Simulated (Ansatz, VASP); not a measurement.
# Two plane-wave programs on Al2Cu

File INCAR:

```
ALGO = Normal ; EDIFF = 1E-7
ENCUT = 520 ; GGA = PS
ISIF = 2 ; ISMEAR = 0
LASPH = True ; LCHARG = False
LREAL = False ; LWAVE = False
NBANDS = 16 ; NELM = 80
PREC = Accurate ; SIGMA = 0.15
```

The input KPOINTS:

```
k-points
0
Gamma
  10 10 14
```

Contents of POSCAR:

```
Al2Cu
1.0
    3.9888416403      0.0000000000      0.0000000000
    0.0000000000      3.9888416403      0.0000000000
    0.0000000000      0.0000000000      2.9787976485
Al Cu
2 1
Direct
    0.5000000000      0.0000000000      0.5000000000
    0.0000000000      0.5000000000      0.5000000000
    0.0000000000      0.0000000000      0.0000000000
```

Input for Ansatz:

```yaml
crystal:
  lattice:
    - [3.9888416403, 0.0, 0.0]
    - [0.0, 3.9888416403, 0.0]
    - [0.0, 0.0, 2.9787976485]
  atoms:
    - { symbol: Al, position: [0.5, 0.0, 0.5] }
    - { symbol: Al, position: [0.0, 0.5, 0.5] }
    - { symbol: Cu, position: [0.0, 0.0, 0.0] }
basis:
  ecutwfc: 520.0
kpoints:
  mp_grid: { grid: [10, 10, 14] }
hamiltonian:
  xc: pbesol
  pseudopotentials: { kind: paw, azcp: { folder: soft_1 } }
scf:
  occupations: { method: gaussian, width: 0.15 }
output:
  forces: true
  stress: true
  eigenvalues: true
```

Change from the starting cell: mode 4 frozen in at +0.000 Å, strain +e along z and -e/2 along x and y +0.0467.

Alike in both runs: task single point; functional PBEsol; k mesh 10 × 10 × 14; occupations gaussian, width 0.15 eV; no spin polarisation.

|  | VASP | Ansatz |
| --- | --- | --- |
| version | VASP 6.6.1 | Ansatz 0.2.0 |
| potentials or method | VASP PAW PBE potentials, release 64 (Al, Cu) | scalar-relativistic, plane waves, PAW |
| plane-wave cutoff (eV) | 520 | 520 |
| valence electrons in the cell | 17 | 25 |

```tsv
	VASP	Ansatz	Ansatz less VASP
gap on the k mesh at the Fermi level (eV)	none	none	-
pressure (GPa)	0.8	0.5	-0.25
largest component of the traceless stress (GPa)	4.72	4.75	+0.028
```

A gap of «none» marks a metal or a gap that the smearing closes. The two sets of potentials don't hold the same shells in valence. Ansatz warned: «pseudo_functional_mismatch».

Caveats: the PAW data sets were made with another functional, which shifts forces and pressure a little (VASP).
